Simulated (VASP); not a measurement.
The system is Ca.

```xyz
1
Lattice="-2.2400 2.2400 2.2400 2.2400 -2.2400 2.2400 2.2400 2.2400 -2.2400" Properties=species:S:1:pos:R:3 pbc="T T T"
Ca    0.0000    0.0000    0.0000
```

This isn't the form of Ca at room conditions, which is fcc.

```yaml
Program: VASP 6.6.1
Task: relaxation of cell and atoms
Functional: PBEsol
Potentials_or_basis: VASP PAW PBE potentials, release 64 (Ca_sv)
Cutoff: 600 eV
k_mesh: 8 × 8 × 8
Occupations: fermi-dirac, width 0.05 eV
Spin: no spin polarisation
```

At the start: pressure -1.5 GPa; volume 44.96 Å³/atom.

Problem. How do energy, volume and symmetry change on relaxing?

Solution. Over 3 steps the energy falls by 22.6 meV/atom and the volume is 40.53 Å³/atom (-9.8 %); space group Im-3m (No. 229, to 0.05 Å).

Step by step:
```tsv
step	energy change (eV)	largest force (eV/Å)	pressure (GPa)	volume (Å³)
1	0.0000	0.0000	-1.53	44.96
2	-0.0189	0.0000	-0.66	42.22
3	-0.0226	0.0000	-0.02	40.53
```

Final structure:
```cif
data_structure
_symmetry_space_group_name_H-M 'P 1'
_symmetry_Int_Tables_number 1
_cell_length_a 3.7480
_cell_length_b 3.7480
_cell_length_c 3.7480
_cell_angle_alpha 109.471
_cell_angle_beta 109.471
_cell_angle_gamma 109.471
_cell_volume 40.53
loop_
_atom_site_label
_atom_site_type_symbol
_atom_site_fract_x
_atom_site_fract_y
_atom_site_fract_z
_atom_site_occupancy
Ca1 Ca 0.00000 0.00000 0.00000 1
```

Caveat: the PAW data sets were made with another functional, which shifts forces and pressure a little.
